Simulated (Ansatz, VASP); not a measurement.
# InSb: VASP beside Ansatz

Wanted: the spread between two codes on one cell, functional and k mesh. The structure shown is the end of the Ansatz relaxation below.

Program: Ansatz 0.2.0. Level of theory: plane waves, with VASP 6.6.1 beside it; single point at PBEsol. Results are calculated unless marked as measured.

## (1) Set-up

Symmetry: R3m, No. 160, trigonal system. Conventional cell: a = 4.658 Å, b = 4.658 Å, c = 11.214 Å, α = 90.00°, β = 90.00°, γ = 120.00°. Sb has 4 In at 2.83 to 2.84 Å nearest. Nearest to In lie 4 Sb at 2.83 to 2.84 Å. Farther neighbours are not listed.

## (2) Ansatz: relaxation, PBEsol

Ansatz runs on its PAW soft_1 files.

This run makes the geometry at which the two programs are then compared.

Input file input.yaml:

```yaml
crystal:
  lattice:
    - [4.65766146, 0.0, 0.0]
    - [-2.32883073, 4.0336531466, 0.0]
    - [0.0, 0.0, 11.228158396]
  atoms:
    - { symbol: Sb, position: [0.0, 0.0, 0.75] }
    - { symbol: Sb, position: [0.3333333, 0.6666667, 0.0833333] }
    - { symbol: Sb, position: [0.6666667, 0.3333333, 0.4166667] }
    - { symbol: In, position: [0.0, 0.0, 0.0] }
    - { symbol: In, position: [0.3333333, 0.6666667, 0.3333333] }
    - { symbol: In, position: [0.6666667, 0.3333333, 0.6666667] }
kpoints:
  mp_grid: { grid: [7, 7, 3] }
scf:
  occupations: { method: fermi_dirac, width: 0.02 }
hamiltonian:
  xc: pbesol
  pseudopotentials: { kind: paw, azcp: { folder: soft_1 }, xc_functional: pbe }
basis:
  ecutwfc: 600
output:
  forces: true
  stress: true
relax:
  f_tol: 0.005
  max_steps: 70
  cell: { stress_tol: 0.02, p_target: 0, fix: [a, b, alpha, beta, gamma] }
```

The run is started by

```bash
$ ansatz run input.yaml --threads 8 --pin off --max-ram 18432MiB --backend cpu --events-out ev --progress --plain --runs-dir out
```

Numbers of over 12 decimals in the logs are rounded to 6 here.

The log of the run:

```text
Engine: ansatz 0.2.0, aarch64-unknown-linux-gnu
Pseudopotentials: kind: paw
Pseudopotential: Sb, paw, valence charge 15, recommended cutoff 420 eV (normal), soft_1/Sb.paw.azcp
Pseudopotential: In, paw, valence charge 13, recommended cutoff 420 eV (normal), soft_1/In.paw.azcp
Functional definition: PBEsol
  exchange = pbesol_x
  correlation = pbesol_c
Crystal: 6 atoms, lattice volume = 210.948 Å³
Basis set: ecut = 600 eV, 7065 PW (Γ), exchange–correlation on 80×80×180 points (8 copies of the dense FFT grid, shifted against one another)
Bands: 51, of which v1, the nominal top of the filled ones, is band 42 counted from 1 (41 counted from 0)
Symmetry: 18 space group operations
Space group: R3m (ITA 160), of the structure as read, at distance tolerance 6.0e-5 Å
k-points: 20 of 147 (time reversal used)
Non-local potential: Sb, projectors of the file, l = 0: 2, l = 1: 2, l = 2: 2, l = 3: 1
Non-local potential: In, projectors of the file, l = 0: 2, l = 1: 2, l = 2: 2, l = 3: 1
PAW form: soft (Blöchl's): semilocal exchange-correlation on the pseudo side does not see the compensation charge
PAW frozen core: Sb, regenerated for the run's functional, and the local potential with it (the file was generated under x = pbe(κ = 0.804, μ = 0.219515), c = pbe(β = 0.066725))
PAW frozen core: In, regenerated for the run's functional, and the local potential with it (the file was generated under x = pbe(κ = 0.804, μ = 0.219515), c = pbe(β = 0.066725))
PAW one-centre angular grid: Sb, 590 points (default); XC on 64 Gauss nodes
PAW one-centre angular grid: In, 590 points (default); XC on 64 Gauss nodes
Initial density: superposition of atomic densities (chi_scale 0.1, normalization cell, long waves kept (reshape's long-wave potential 0.00 eV rms))
Initial wavefunctions: pseudopotential atomic-orbital guess
Functional: x = pbesol(κ = 0.804, μ = 0.123457), c = pbesol(β = 0.046)
SCF iter   1: F=—  HF=-35801.489647 eV  |F-HF|=—  |Δ(HF+E_count)|=         —  Δρ=2.11e-2  dr2=8.26e-1  ethr=3.10e-3  ⟨swp⟩=7.3  Hψ=4544  notcnv=0
preconditioner: auto → LDOS  [insulator: Δε(μ)=0.378 eV  Ē_g=13.188 eV  σ=0.020 eV  W_gap=0.51  n_scr=50 (ndim 8)  ℏωp=18.8 eV  f_vac=0.022  D(μ)=0.43/eV (n_scr^D=2)  ε∞_Penn≈3.0  β→1.0]
SCF iter   2: F=—  HF=-35801.375984 eV  |F-HF|=—  |Δ(HF+E_count)|=   1.14e-1  Δρ=5.95e-3  dr2=4.99e-2  ethr=9.84e-4  ⟨swp⟩=2.0  Hψ=2129  notcnv=0  defer=71
preconditioner: auto → Kerker (q_TF=auto, 2.340 Å⁻¹)  [metal: Δε(μ)=0.044 eV  Ē_g=13.209 eV  σ=0.020 eV  W_gap=0.48  n_scr=50 (ndim 8)  ℏωp=18.8 eV  f_vac=0.106  D(μ)=0.35/eV (n_scr^D=0)  β→0.5]
SCF iter   3: F=—  HF=-35801.341543 eV  |F-HF|=—  |Δ(HF+E_count)|=   3.44e-2  Δρ=1.33e-3  dr2=2.48e-3  ethr=5.94e-5  ⟨swp⟩=2.6  Hψ=1939  notcnv=0  defer=71
SCF iter   4: F=—  HF=-35801.341448 eV  |F-HF|=—  |Δ(HF+E_count)|=   9.54e-5  Δρ=3.62e-4  dr2=2.73e-4  ethr=2.95e-6  ⟨swp⟩=1.1  Hψ=965  notcnv=0  defer=71
SCF iter   5: F=—  HF=-35801.341517 eV  |F-HF|=—  |Δ(HF+E_count)|=   6.91e-5  Δρ=8.19e-5  dr2=2.95e-5  ethr=3.25e-7  ⟨swp⟩=2.9  Hψ=1733  notcnv=0  defer=71
SCF iter   6: F=—  HF=-35801.341570 eV  |F-HF|=—  |Δ(HF+E_count)|=   5.38e-5  Δρ=3.28e-5  dr2=4.12e-6  ethr=3.52e-8  ⟨swp⟩=2.1  Hψ=1238  notcnv=0  defer=71
SCF iter   7: F=—  HF=-35801.341575 eV  |F-HF|=—  |Δ(HF+E_count)|=   4.54e-6  Δρ=1.07e-5  dr2=3.43e-7  ethr=4.91e-9  ⟨swp⟩=2.0  Hψ=1490  notcnv=0  defer=71
SCF iter   8: F=-35801.341575 eV  HF=-35801.341575 eV  |F-HF|=1.44e-8  |Δ(HF+E_count)|=   3.38e-7  Δρ=3.04e-6  dr2=2.57e-8  ethr=1.19e-10  ⟨swp⟩=5.0  Hψ=3596  notcnv=0
SCF 1 converged in 8 iterations: F = -35801.341575 eV  dr2 = 2.57e-8
  greatest PAW one-centre occupation: 0.996 electrons in one spin orbital (limit 2), on the Sb atom at site 2 (counted from 0), in its partial waves of l = 2
relax step   1: F+E_penalty+E_count = -35801.34157538 eV  Δ(F+E_penalty+E_count) = +0.000e0 eV  max|allowed force component| = 1.377e-1 eV/Å  Δτ_max = 0.0000 Å  P = -0.580 GPa  Ω = 210.948 Å³  fix = [a, b, alpha, beta, gamma]  reactions: a -1.035, b -1.035 GPa  (8 SCF iters, dr2 threshold 1.00e-7 eV, accepted)
[...]
relax step   2: F+E_penalty+E_count = -35801.34096754 eV  Δ(F+E_penalty+E_count) = +6.078e-4 eV  max|allowed force component| = 1.439e-1 eV/Å  Δτ_max = 0.0243 Å  P = -0.492 GPa  Ω = 210.309 Å³  energy of the carried Pulay correction = +1.238e-5 eV  fix = [a, b, alpha, beta, gamma]  (5 SCF iters, dr2 threshold 6.00e-7 eV, rejected (line search))
[...]
relax step   3: F+E_penalty+E_count = -35801.34610204 eV  Δ(F+E_penalty+E_count) = -4.527e-3 eV  max|allowed force component| = 1.935e-3 eV/Å  Δτ_max = 0.0114 Å  P = -0.551 GPa  Ω = 210.679 Å³  energy of the carried Pulay correction = +5.208e-6 eV  fix = [a, b, alpha, beta, gamma]  reactions: a -0.823, b -0.823 GPa  (8 SCF iters, accepted)
[...]
relax step   4: F+E_penalty+E_count = -35801.34609642 eV  Δ(F+E_penalty+E_count) = +5.615e-6 eV  max|allowed force component| = 1.935e-3 eV/Å  Δτ_max = 0.0000 Å  P = -0.551 GPa  Ω = 210.679 Å³  fix = [a, b, alpha, beta, gamma]  reactions: a -0.823, b -0.823 GPa  stress off target by 6.44e-3 GPa on what of the cell is left free  SCF on the basis re-selected at this cell (its energy is not comparable with the rows above)  (3 SCF iters)
basis re-selected at this cell: Δ(F+E_penalty+E_count) = +5.615e-6 eV, ΔP = -0.000 GPa vs the last step (what re-selecting the basis moved, of the pressure what is left beyond the Pulay correction that the steps carried, after the strain that the cell walked since its last selection, with what the two solves' SCF thresholds leave and, on support functions, any second-order correction that the steps lacked; it is no m [...]
SCF converged after 3 iterations
Free energy (F): -35801.346096 eV
Harris-Foulkes:  -35801.346096 eV  (|F-HF|=2.91e-11)
Internal energy: -35801.345936 eV  (E = F + TS)
E sigma→0 (E₀):  -35801.346016 eV
Entropy (-TS):   -0.000161 eV (-0.027 meV/atom)
Fermi energy:    6.982943 eV
--- Per-component energies (eV) ---
  E_band       = -809.280405
  E_kinetic    = 1146.537267
  E_local      = -9499.070326  (includes V_loc(G=0)·N_el)
  E_nonlocal   = 2162.220575
  E_hartree    = 3916.541944
  E_xc         = -716.967791
  E_vxc        = -538.005407  (∫ρ·V_xc dr)
  E_paw        = -25822.875991  (= ΣΔE_a)
  E_vpaw       = -1914.046095  (= ΣTr[D̂ρ^β])
  E_aug_tail   = -0.000128  (compensation charges beyond the density's cutoff)
  E_ewald      = -6989.434760
  E_core_change = 1.703276  (= ΣΔE_core)
  E_smearing   = -0.000161  (= −TS)
  E_closure    = -0.000000  (closes the sum)
  Σ components = -35801.346096   (vs F -35801.346096, Δ=0.00e0)
--- Forces (eV/Å), atoms counted from 1 ---
  atom   1  Sb     0.00000000     0.00000000    -0.00193525
  atom   2  Sb    -0.00000000     0.00000000    -0.00193525
  atom   3  Sb    -0.00000000     0.00000000    -0.00193525
  atom   4  In     0.00000000    -0.00000000     0.00193519
  atom   5  In    -0.00000000    -0.00000000     0.00193519
  atom   6  In     0.00000000    -0.00000000     0.00193519
  max |Σ_I F_I| component: 1.98e-7 eV/Å
--- Stress (GPa, compression-positive) ---
       -0.822922       0.000000      -0.000000
        0.000000      -0.822922      -0.000000
       -0.000000      -0.000000      -0.006444
  P = ⅓ Tr σ = -0.5508 GPa (-5.508 kbar)
--- Relaxed structure (3 steps of the walk, 2 accepted, 1 SCFs on fresh bases) ---
  F+E_penalty+E_count = -35801.34609642 eV   max|allowed force component| = 1.935e-3 eV/Å   (the final SCF, on the basis selected at the relaxed cell)
  cell:  # Å, volume = 210.6788 Å³
    - [4.657661, 0, 0]
    - [-2.328831, 4.033653, 0]
    - [0, 0, 11.213841]
  atoms:
    - { symbol: Sb, position: [0, 0, 0.748981] }
    - { symbol: Sb, position: [0.333333, 0.666667, 0.082314] }
    - { symbol: Sb, position: [0.666667, 0.333333, 0.415647] }
    - { symbol: In, position: [0, 0, 0.00101941] }
    - { symbol: In, position: [0.333333, 0.666667, 0.334353] }
    - { symbol: In, position: [0.666667, 0.333333, 0.667686] }
```

## (3) VASP: single point, PBEsol, pair 1

The same cell, functional, mesh and smearing now go to VASP, with its own data sets.

Lines of VASP's logs that name or quote its potential files are left out, and so is its time.

Input file INCAR:

```
SYSTEM = InSb
PREC = Accurate
ENCUT = 500
EDIFF = 1E-06
NELM = 120
ISMEAR = -1
SIGMA = 0.02
LREAL = .FALSE.
ALGO = Normal
GGA = PS
NBANDS = 33
LORBIT = 11
LWAVE = .FALSE.
LCHARG = .FALSE.
ISIF = 2
LASPH = .TRUE.
GGA_COMPAT = .FALSE.
EFERMI = MIDGAP
KPAR = 2
```

Input file POSCAR:

```
InSb
1.0
    4.6576614600      0.0000000000      0.0000000000
   -2.3288307300      4.0336531466      0.0000000000
    0.0000000000      0.0000000000     11.2138408670
Sb In
3 3
Direct
    0.0000000000      0.0000000000      0.7489805906
    0.3333333333      0.6666666667      0.0823139239
    0.6666666667      0.3333333333      0.4156472573
    0.0000000000      0.0000000000      0.0010194094
    0.3333333333      0.6666666667      0.3343527427
    0.6666666667      0.3333333333      0.6676860761
```

Input file KPOINTS:

```
Automatic mesh
0
Gamma
7 7 3
0 0 0
```

The projector-augmented-wave data sets are Sb and In_d (PBE family, release 64).

The run is started by

```bash
$ mpirun -np 2 vasp_std
```

The log of the run:

```text
[banner, memory and clock lines left out]
running    2 mpi-ranks, on    1 nodes
 distrk:  each k-point on    1 cores,    2 groups
 distr:  one band on    1 cores,    1 groups

 POSCAR found type information on POSCAR SbIn
 POSCAR found :  2 types and       6 ions
|                                                                             |
|               ----> ADVICE to this user running VASP <----                  |
|                                                                             |
|     You enforced a specific xc type in the INCAR file but a different       |
|     [... a line on the potential file left out ...]
|     I HOPE YOU KNOW WHAT YOU ARE DOING!                                     |
|                                                                             |

 LDA part: xc-table for (Slater+PW92), standard interpolation
 POSCAR, INCAR and KPOINTS ok, starting setup
 FFT: planning ... GRIDC
 FFT: planning ... GRID_SOFT
 FFT: planning ... GRID
 WAVECAR not read
 entering main loop
       N       E                     dE             d eps       ncg     rms          rms(c)
DAV:   1     0.459131424442E+03    0.45913E+03   -0.22669E+04  1320   0.160E+03
DAV:   2     0.241431320393E+02   -0.43499E+03   -0.42904E+03  1357   0.404E+02
DAV:   3    -0.215081446583E+02   -0.45651E+02   -0.44867E+02  1619   0.153E+02
DAV:   4    -0.233918786735E+02   -0.18837E+01   -0.18800E+01  1535   0.351E+01
DAV:   5    -0.234931185968E+02   -0.10124E+00   -0.10123E+00  2157   0.718E+00    0.674E+00
DAV:   6    -0.231404231254E+02    0.35270E+00   -0.70563E-01  1722   0.981E+00    0.376E+00
DAV:   7    -0.230798848238E+02    0.60538E-01   -0.33957E-01  2067   0.420E+00    0.928E-01
DAV:   8    -0.230759650372E+02    0.39198E-02   -0.42346E-02  1792   0.221E+00    0.475E-01
DAV:   9    -0.230768907874E+02   -0.92575E-03   -0.32871E-03  1653   0.578E-01    0.110E-01
DAV:  10    -0.230770752801E+02   -0.18449E-03   -0.43266E-04  1899   0.187E-01    0.400E-02
DAV:  11    -0.230770993489E+02   -0.24069E-04   -0.50270E-05  1596   0.391E-02    0.156E-02
DAV:  12    -0.230771167255E+02   -0.17377E-04   -0.23005E-05  1307   0.295E-02    0.377E-03
DAV:  13    -0.230771166276E+02    0.97869E-07   -0.18304E-06  1142   0.123E-02
   1 F= -.23077117E+02 E0= -.23077037E+02  d E =-.159024E-03
```

OUTCAR, selected parts (step 3):

```text
ion  position               nearest neighbor table
   1  0.000  0.000  0.749-   4 2.83   6 2.84   6 2.84   6 2.84
   2  0.333  0.667  0.082-   5 2.83   4 2.84   4 2.84   4 2.84
   3  0.667  0.333  0.416-   6 2.83   5 2.84   5 2.84   5 2.84
   4  0.000  0.000  0.001-   1 2.83   2 2.84   2 2.84   2 2.84
   5  0.333  0.667  0.334-   2 2.83   3 2.84   3 2.84   3 2.84
   6  0.667  0.333  0.668-   3 2.83   1 2.84   1 2.84   1 2.84

  LATTYP: Found a hexagonal cell.
 ALAT       =     4.6576614600
 C/A-ratio  =     2.4076118377

 Subroutine GETGRP returns: Found  6 space group operations
 (whereof  6 operations were pure point group operations)

The static configuration has the point symmetry C_3v.

 Found     20 irreducible k-points:

   k-points           NKPTS =     20   k-points in BZ     NKDIM =     20   number of bands    NBANDS=     33

   dimension x,y,z NGX =    36 NGY =   36 NGZ =   84
   dimension x,y,z NGXF=    72 NGYF=   72 NGZF=  168

   ENCUT  =  500.0 eV  36.75 Ry    6.06 a.u.   8.49  8.49 20.45*2*pi/ulx,y,z

   NELECT =      54.0000    total number of electrons

 k-points in reciprocal lattice and weights: Automatic mesh
   0.00000000  0.00000000  0.00000000       0.007
   0.14285714  0.00000000  0.00000000       0.041
   0.28571429  0.00000000  0.00000000       0.041
   0.42857143  0.00000000  0.00000000       0.041
   0.14285714  0.14285714  0.00000000       0.041
   0.28571429  0.14285714  0.00000000       0.082
   0.42857143  0.14285714  0.00000000       0.041
   0.28571429  0.28571429  0.00000000       0.041
   0.00000000  0.00000000  0.33333333       0.014
[...]
0.42857143  0.14285714  0.33333333       0.082
   0.28571429  0.28571429  0.33333333       0.082

 average (electrostatic) potential at core
       1 -87.3882       2 -87.3882       3 -87.3882       4 -96.3891       5 -96.3891
       6 -96.3891

 E-fermi :   4.6556

 k-point     1 :       0.0000    0.0000    0.0000
  band No.  band energies     occupation
    ...
     23       3.7867      2.00000
     24       3.7867      2.00000
     25       4.1756      2.00000
     26       4.5906      1.92550
     27       4.5906      1.92550
     28       4.7060      0.14913
     29       5.0797      0.00000
     30       5.0797      0.00000
     31       7.5225      0.00000
     32       7.5225      0.00000
    ...

 k-point     2 :       0.1429    0.0000    0.0000
  band No.  band energies     occupation
    ...
     23       2.9836      2.00000
     24       3.3119      2.00000
     25       3.8019      2.00000
     26       4.2430      2.00000
     27       4.4044      1.99999
     28       5.6677      0.00000
     29       6.0716      0.00000
     30       6.1396      0.00000
     31       7.5541      0.00000
     32       7.8194      0.00000
    ...

 k-point     3 :       0.2857    0.0000    0.0000
  band No.  band energies     occupation
    ...
     23       2.4099      2.00000
     24       2.7688      2.00000
     25       3.4916      2.00000
     26       3.6790      2.00000
     27       3.6836      2.00000
     28       6.0791      0.00000
     29       6.1361      0.00000
     30       6.4860      0.00000
     31       7.1845      0.00000
     32       7.7982      0.00000
    ...

  Total       -1.0724283     -1.0724283      0.0013519      0.0000000      0.0000000      0.0000000
  in kB       -8.1556389     -8.1556389      0.0102810      0.0000000      0.0000000      0.0000000
  external PRESSURE =      -5.4336656 kB  Pullay stress =       0.0000000 kB

  energy-cutoff  :      500.00
  volume of cell :      210.68
      direct lattice vectors                 reciprocal lattice vectors
     4.657661460  0.000000000  0.000000000     0.214700018  0.123957113  0.000000000
    -2.328830730  4.033653147  0.000000000     0.000000000  0.247914227  0.000000000
     0.000000000  0.000000000 11.213840867     0.000000000  0.000000000  0.089175512

 POSITION                                       TOTAL-FORCE (eV/Angst)
 -----------------------------------------------------------------------------------
      0.00000      0.00000      8.39895         0.000000     -0.000000     -0.001512
     -0.00000      2.68910      0.92306         0.000000     -0.000000     -0.001512
      2.32883      1.34455      4.66100         0.000000     -0.000000     -0.001512
      0.00000      0.00000      0.01143        -0.000000      0.000000      0.001512
     -0.00000      2.68910      3.74938        -0.000000      0.000000      0.001512
      2.32883      1.34455      7.48733         0.000000      0.000000      0.001512
 -----------------------------------------------------------------------------------
    total drift:                               -0.000000     -0.000001     -0.002500

  FREE ENERGIE OF THE ION-ELECTRON SYSTEM (eV)
  ---------------------------------------------------
  free  energy   TOTEN  =       -23.0771166276 eV

  energy  without entropy=      -23.0769576039  energy(sigma->0) =      -23.07703712

 total charge
# of ion       s       p       d       tot
------------------------------------------
    1        1.142   1.310   0.019   2.471
    2        1.142   1.310   0.019   2.471
    3        1.142   1.310   0.019   2.471
    4        0.872   0.688   9.863  11.423
    5        0.872   0.688   9.863  11.423
    6        0.872   0.688   9.863  11.423
--------------------------------------------------
tot          6.043   5.995  29.644  41.682

[... 3 further parts left out ...]
```

The run ends at a pressure of -0.54 GPa, with forces up to 0.0015 eV/Å.

## (4) Comparison

Known differences besides the potentials themselves: the data sets hold 84 valence electrons in Ansatz (on its PAW soft_1 files) and 54 in VASP; the cutoff is 600 eV in Ansatz and 500 eV in VASP; Ansatz makes its cores anew for this functional, VASP keeps those of its PBE data sets; Ansatz's pressure holds a Pulay correction, VASP's none. Total energies have different zeros and are not compared.

Both answers:

```tsv
quantity	Ansatz	VASP	difference
pressure (GPa)	-0.55	-0.54	-0.01
gap on the k mesh (eV)	0.115	0.115	-0.001
```

A gap on the mesh is an upper bound, since the band edges may lie between its points.

## (5) Ansatz: relaxation, PBEsol

This run makes the geometry at which the two programs are then compared. The cell compared in this pair holds 213.54 Å³, against 210.68 Å³ for the pair before.

The structure compared here is the end of the Ansatz relaxation.

input.yaml, as its differences from that of step 2:

```diff
@@ -2,5 +2,5 @@
   lattice:
-    - [4.65766146, 0.0, 0.0]
-    - [-2.32883073, 4.0336531466, 0.0]
-    - [0.0, 0.0, 11.228158396]
+    - [4.70377692, 0.0, 0.0]
+    - [-2.35188846, 4.0735903065, 0.0]
+    - [0.0, 0.0, 11.160382792]
   atoms:
```

The run is started by

```bash
$ ansatz run input.yaml --threads 8 --pin off --max-ram 18432MiB --backend cpu --events-out ev --progress --plain --runs-dir out
```

The log of the run:

```text
[...]
Crystal: 6 atoms, lattice volume = 213.847 Å³
Basis set: ecut = 600 eV, 7173 PW (Γ), exchange–correlation on 80×80×180 points (8 copies of the dense FFT grid, shifted against one another)
Bands: 51, of which v1, the nominal top of the filled ones, is band 42 counted from 1 (41 counted from 0)
Symmetry: 18 space group operations
[...]
cell:  # Å, volume = 213.5419 Å³
    - [4.703777, 0, 0]
    - [-2.351888, 4.073590, 0]
    - [0, 0, 11.144460]
  atoms:
    - { symbol: Sb, position: [-3.3469350080541445e-19, 0, 0.748094] }
    - { symbol: Sb, position: [0.333333, 0.666667, 0.081427] }
    - { symbol: Sb, position: [0.666667, 0.333333, 0.414761] }
    - { symbol: In, position: [3.3469350080541445e-19, 0, 0.00190588] }
    - { symbol: In, position: [0.333333, 0.666667, 0.335239] }
    - { symbol: In, position: [0.666667, 0.333333, 0.668573] }
[key lines of the parts left out:]
SCF converged after 6 iterations
Free energy (F): -35801.314149 eV
Fermi energy:    6.828717 eV
P = ⅓ Tr σ = -1.0775 GPa (-10.775 kbar)
```

[end of part 1 of 2]

[Lines on the potential files, build, host, timing and source positions are cut from VASP's logs without a mark.]

[Logs are printed without paths, hosts, clocks, repeated set-up lines and the standing remarks that a program may print on its own settings, such as how far it seeks lower states.]

[Hosts, paths, dates, database ids (printed as entryN), source tags and the programs' standing remarks are cut or masked in the printed files.]
